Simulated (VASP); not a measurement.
# K (Fm-3m) in VASP: single point with PBE+D3(BJ)

Aim: the single point of K with PBE+D3(BJ).

Program: VASP 6.6.1. These are calculated values, not measurements. Logs are shortened: lines on timing, memory, paths and dates and some standing lists are left out, and cuts for length are marked.

## Step 1: Starting point

It takes space group Fm-3m (No. 225, cubic). The conventional cell has a = 6.784 Å, b = 6.784 Å, c = 6.784 Å, α = 90.00°, β = 90.00°, γ = 90.00°.

This isn't the form of K at room conditions, which is bcc.

## Step 2: Single point, PBE+D3(BJ)

File INCAR:

```
SYSTEM = K
PREC = Accurate
ENCUT = 520
EDIFF = 1E-7
ISMEAR = 0
SIGMA = 0.1
LREAL = .FALSE.
LASPH = .TRUE.
NELM = 100
ALGO = Normal
ISIF = 2
LWAVE = .FALSE.
LCHARG = .FALSE.
GGA = PE
IVDW = 12
NBANDS = 10
```

File KPOINTS:

```
Automatic mesh
0
G
  6 6 6
  0 0 0
```

File POSCAR:

```
K
1.0
    0.0000000000      3.3918728180      3.3918728180
    3.3918728180      0.0000000000      3.3918728180
    3.3918728180      3.3918728180      0.0000000000
K
1
Direct
    0.0000000000      0.0000000000      0.0000000000
```

Potentials or basis: VASP PAW PBE potentials, release 64 (K_sv).

Started as:

```console
$ cat potpaw_PBE.64/K_sv/POTCAR > POTCAR
$ mpirun -np 1 vasp_std > vasp.out
```

OUTCAR:

```text
SYSTEM = K
   PREC = Accurate
   ENCUT = 520
   EDIFF = 1E-7
   ISMEAR = 0
   LREAL = .FALSE.
   LASPH = .TRUE.
   NELM = 100
   ISIF = 2
   GGA = PE
   IVDW = 12
 IVDW          = 12

 ion  position               nearest neighbor table
   1  0.000  0.000  0.000-

  LATTYP: Found a face centered cubic cell.
 ALAT       =     6.7837456360

  Lattice vectors:

 A1 = (   0.0000000000,   3.3918728180,   3.3918728180)
 A2 = (   3.3918728180,   0.0000000000,   3.3918728180)
 A3 = (   3.3918728180,   3.3918728180,   0.0000000000)

Analysis of symmetry for initial positions (statically):
=====================================================================
 Subroutine PRICEL returns:
 Original cell was already a primitive cell.

 Routine SETGRP: Setting up the symmetry group for a
 face centered cubic supercell.

 Subroutine GETGRP returns: Found 48 space group operations
 (whereof 48 operations were pure point group operations)
 out of a pool of 48 trial point group operations.

The static configuration has the point symmetry O_h .

Analysis of symmetry for dynamics (positions and initial velocities):
=====================================================================
 Subroutine PRICEL returns:
 Original cell was already a primitive cell.

 Routine SETGRP: Setting up the symmetry group for a
 face centered cubic supercell.

 Subroutine GETGRP returns: Found 48 space group operations
 (whereof 48 operations were pure point group operations)
 out of a pool of 48 trial point group operations.

The dynamic configuration has the point symmetry O_h .

 Subroutine INISYM returns: Found 48 space group operations
 (whereof 48 operations are pure point group operations),
 and found     1 'primitive' translations

----------------------------------------------------------------------------------------

                                     Primitive cell

  volume of cell :      78.0456

  direct lattice vectors                    reciprocal lattice vectors
     0.000000000  3.391872818  3.391872818    -0.147411188  0.147411188  0.147411188
     3.391872818  0.000000000  3.391872818     0.147411188 -0.147411188  0.147411188
     3.391872818  3.391872818  0.000000000     0.147411188  0.147411188 -0.147411188

  length of vectors
     4.796832541  4.796832541  4.796832541     0.255323666  0.255323666  0.255323666

[... 72 lines left out ...]
   NSW    =      0    number of steps for IOM
   IBRION =     -1    ionic relax: 0-MD 1-quasi-New 2-CG
   NFREE  =      0    steps in history (QN), initial steepest desc. (CG)
   ISIF   =      2    stress and relaxation
   ISYM   =      2    0-nonsym 1-usesym 2-fastsym
   POTIM  = 0.5000    time-step for ionic-motion
   TEBEG  =    0.0;   TEEND  =   0.0 temperature during run
   PSTRESS=    0.0 pullay stress
   NELECT =       9.0000    total number of electrons
   NUPDOWN=      -1.0000    fix difference up-down
   EMIN   =  10.00;   EMAX   =-10.00  energy-range for DOS
   EFERMI =   0.00;   METHOD = LEGACY
   ISMEAR =     0;   SIGMA  =   0.10  broadening in eV -4-tet -1-fermi 0-gaus
   EFERMI_NEDOS =   21; number of points for ismear=-14 and -15
   IALGO  =     38    algorithm
   IMIX   =      4    mixing-type and parameters
     AMIX     =   0.40;   BMIX     =  1.00
     AMIX_MAG =   1.60;   BMIX_MAG =  1.00
  volume/ion in A,a.u.               =      78.05       526.68
  Fermi-wavevector in a.u.,A,eV,Ry     =   0.796843  1.505815  8.639139  0.634959
  Thomas-Fermi vector in A             =   1.903445
   LORBIT       =      0    0 simple, 1 ext, 2 COOP (PROOUT), +10 PAW based schemes
   GGA     = PE    functional components
   LHFCALC =     F    Hartree Fock is set to
   AEXX    =    0.0000 exact exchange contribution
   IVDW    =    12    specifies the selected vdW correction
   LEPSILON=     F    determine dielectric tensor
   LRPA    =     F    only Hartree local field effects (RPA)
 non-spin polarized calculation
 Gauss-broadening in eV      SIGMA  =   0.10
  energy-cutoff  :      520.00
  volume of cell :       78.05
 maximum number of plane-waves:      2126
   NGX = 17   NGY = 17   NGZ = 17

 number of electron       9.0000002 magnetization

 Free energy of the ion-electron system (eV)
  ---------------------------------------------------
  ext. energy  EPLUGINS =         0.00000000
  ---------------------------------------------------
  free energy    TOTEN  =        -1.04039289 eV

  energy without entropy =       -1.03546843  energy(sigma->0) =       -1.03793066

 E-fermi :  -0.3418     XC(G=0):  -5.5102

 val. band max:       -0.4031652886   @ k =   0.5000   0.3333   0.1667
 cond. band min:      -0.0646370561   @ k =   0.5000   0.1667   0.0000
 fundamental gap:      0.3385282325
 Fermi energy:        -0.3417592029

 k-point     1 :       0.0000    0.0000    0.0000
  band No.  band energies     occupation
      1     -32.4112      2.00000
      2     -15.8653      2.00000
      3     -15.8653      2.00000
      4     -15.8653      2.00000
      5      -2.3202      2.00000
      6       3.9060      0.00000
      7       3.9060      0.00000
      8       3.9060      0.00000
      9       5.1135      0.00000
     10       5.1135      0.00000
[... 183 lines left out ...]
 k-point    16 :      -0.3333    0.5000    0.1667
  band No.  band energies     occupation
      1     -32.4075      2.00000
      2     -15.9081      2.00000
      3     -15.8927      2.00000
      4     -15.8853      2.00000
      5       1.0125      0.00000
      6       1.2385      0.00000
      7       1.7079      0.00000
      8       2.9496      0.00000
      9       5.1215      0.00000
     10       5.6280      0.00000

------------------------ aborting loop because EDIFF is reached ----------------------------------------

 Edisp (eV)   -0.10648

 E8    (eV) :    -0.0575

  FORCE on cell =-STRESS in cart. coord.  units (eV):
  Direction    XX          YY          ZZ          XY          YZ          ZX
  --------------------------------------------------------------------------------------
  -------------------------------------------------------------------------------------
  Total      -0.19527    -0.19527    -0.19527     0.00000     0.00000     0.00000
  in kB      -4.00873    -4.00873    -4.00873     0.00000     0.00000     0.00000
  external pressure =       -4.01 kB  Pullay stress =        0.00 kB

 VOLUME and BASIS-vectors are now :
 -----------------------------------------------------------------------------
  energy-cutoff  :      520.00
  volume of cell :       78.05
      direct lattice vectors                 reciprocal lattice vectors
     0.000000000  3.391872818  3.391872818    -0.147411188  0.147411188  0.147411188
     3.391872818  0.000000000  3.391872818     0.147411188 -0.147411188  0.147411188
     3.391872818  3.391872818  0.000000000     0.147411188  0.147411188 -0.147411188

 POSITION                                       TOTAL-FORCE (eV/Angst)
 -----------------------------------------------------------------------------------
      0.00000      0.00000      0.00000         0.000000      0.000000      0.000000
 -----------------------------------------------------------------------------------
    total drift:                               -0.000000     -0.000000     -0.000000

  FREE ENERGIE OF THE ION-ELECTRON SYSTEM (eV)
  ---------------------------------------------------
  free  energy   TOTEN  =        -1.1468690334 eV

  energy  without entropy=       -1.1419445762  energy(sigma->0) =       -1.14440680
```

stdout:

```text
POSCAR found type information on POSCAR K
 POSCAR found :  1 types and       1 ions
 scaLAPACK will be used
 LDA part: xc-table for (Slater+PW92), standard interpolation
 POSCAR, INCAR and KPOINTS ok, starting setup
 FFT: planning ... GRIDC
 FFT: planning ... GRID_SOFT
 FFT: planning ... GRID
 WAVECAR not read
 entering main loop
```

Wall time 14 s (1 thread of AMD EPYC 7R43 (Zen 3), shared host); peak memory 0.16 GiB.

Results:

```yaml
Free_energy: -1.1469 eV
Pressure: -0.4 GPa
Band_gap_on_the_k_mesh: none (metal or under the smearing width)
Dispersion_energy_per_atom: -0.106 eV
```

Caveat: pairwise dispersion overbinds metals, which lowers pressure and volume.
